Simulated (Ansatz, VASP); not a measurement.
Two plane-wave programs on ScAl3

File POSCAR:

```
ScAl3
1.0
    4.0442656997      0.0000000000      0.0000000000
    0.0000000000      4.0442656997      0.0000000000
    0.0000000000      0.0000000000      4.0442656997
Sc Al
1 3
Direct
    0.0000000000      0.0000000000      0.0000000000
    0.5000000000      0.0000000000      0.5000000000
    0.0000000000      0.5000000000      0.5000000000
    0.5000000000      0.5000000000      0.0000000000
```

The input INCAR.step1:

```
SYSTEM = ScAl3
PREC = Accurate
ENCUT = 520
ISMEAR = 0
SIGMA = 0.1
LREAL = .FALSE.
LASPH = .TRUE.
NELM = 100
NBANDS = 18
GGA = PE
ALGO = Normal
EDIFF = 1E-4
LWAVE = .TRUE.
LCHARG = .FALSE.
```

The input INCAR.step2:

```
SYSTEM = ScAl3
PREC = Accurate
ENCUT = 520
EDIFF = 1E-6
ISMEAR = 0
SIGMA = 0.1
LREAL = .FALSE.
LASPH = .TRUE.
NELM = 100
ALGO = Normal
ISIF = 2
LWAVE = .FALSE.
LCHARG = .FALSE.
METAGGA = R2SCAN
LMIXTAU = .TRUE.
NBANDS = 18
ISTART = 1
```

The input KPOINTS:

```
regular mesh
0
G
  10 10 10
  0 0 0
```

Input for Ansatz:

```yaml
crystal:
  lattice:
    - [4.0442656997, 0.0, 0.0]
    - [0.0, 4.0442656997, 0.0]
    - [0.0, 0.0, 4.0442656997]
  atoms:
    - { symbol: Sc, position: [0.0, 0.0, 0.0] }
    - { symbol: Al, position: [0.5, 0.0, 0.5] }
    - { symbol: Al, position: [0.0, 0.5, 0.5] }
    - { symbol: Al, position: [0.5, 0.5, 0.0] }
basis:
  ecutwfc: 500
kpoints:
  mp_grid: { grid: [10, 10, 10] }
hamiltonian:
  xc: r2scan
scf:
  occupations: { method: gaussian, width: 0.1 }
output:
  forces: true
  stress: true
  eigenvalues: true
```

Alike in both runs: task single point; functional r2SCAN; k mesh 10 × 10 × 10; occupations gaussian, width 0.1 eV; no spin polarisation.

```csv
,VASP,Ansatz
version,VASP 6.6.1,Ansatz 0.2.0
potentials or method,"VASP PAW PBE potentials, release 64 (Sc_sv, Al)","scalar-relativistic, plane waves, PAW"
plane-wave cutoff (eV),520,500
valence electrons in the cell,20,20
```

```tsv
	VASP	Ansatz	Ansatz less VASP
gap on the k mesh at the Fermi level (eV)	none	none	-
pressure (GPa)	3.0	3.0	0.00
```

A gap of «none» marks a metal or a gap that the smearing closes.

Caveats: the PAW data sets were made with another functional, which shifts forces and pressure a little (VASP).
